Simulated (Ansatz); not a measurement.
A run of Ansatz 0.2.0 is set up as follows.

input.yaml

```yaml
crystal:
  lattice:
    - [2.0422274949, -1.1791511424, 0.0]
    - [2.0422274949, 1.1791511424, 0.0]
    - [-1.3239068457, 0.0, 3.5028300786]
  atoms:
    - { symbol: C, position: [0.16664447, 0.16664447, 0.99990696] }
    - { symbol: C, position: [0.83335553, 0.83335553, 9.304e-05] }
hamiltonian:
  xc: pbe
  pseudopotentials: { kind: paw }
kpoints:
  mp_grid: { grid: [13, 13, 8] }
scf:
  occupations: { method: fermi_dirac, width: 0.05 }
output:
  forces: true
  stress: true
  eigenvalues: true
```

Potentials or basis: Ansatz PAW.

Launch:

```sh
$ ansatz run input.yaml --threads 2 --pin off --max-ram 5632MiB --backend cpu --events-out ev --progress --plain --runs-dir out
```

What does it give for the pressure?

43.5 GPa.

What does it give for the band gap on the k mesh?

1.13 eV, indirect (least direct gap 1.14 eV).

Estimate the largest force.

0.006 eV/Å.

Stress tensor (GPa, compression positive):
```
64.25  0.00 -0.03
 0.00 64.19  0.00
-0.03  0.00  2.15
```

Caveat: odd divisions of the mesh miss points on the zone boundary, where band edges often lie, so the gap on the mesh can be too wide; the pressure holds a Pulay correction of +0.6 GPa for the finite cutoff; this functional lacks dispersion, which binds the layers, so the pressure and a relaxed spacing across them are unreliable. A k mesh can miss the band edges.
